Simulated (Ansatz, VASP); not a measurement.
HgTe in VASP and in Ansatz

```xyz
2
Lattice="0.0000 2.9599 2.9599 2.9599 0.0000 2.9599 2.9599 2.9599 0.0000" Properties=species:S:1:pos:R:3 pbc="T T T"
Hg    0.0000    0.0000    0.0000
Te    2.9599    2.9599    2.9599
```

Change from the starting cell: volume scaled by 1.04.

Alike in both runs: task single point; functional PBE; k mesh 12 × 12 × 12; occupations fermi-dirac, width 0.08 eV; no spin polarisation.

```csv
,VASP,Ansatz
version,VASP 6.6.1,Ansatz 0.2.0
potentials or method,"VASP PAW PBE potentials, release 64 (Hg, Te), cutoff 520 eV","all-electron LAPW, scalar-relativistic"
```

Ansatz gave:

| Property | Result |
| --- | --- |
| pressure (GPa) | 7.0 |

**Question.** Which values does VASP return?

**Answer.** Pressure (GPa): 7.2.

Ansatz ran all-electron here, so the differences hold the error of VASP's frozen core and of both bases.

The runs have no spin-orbit coupling, so splittings on Hg, Te are missing.
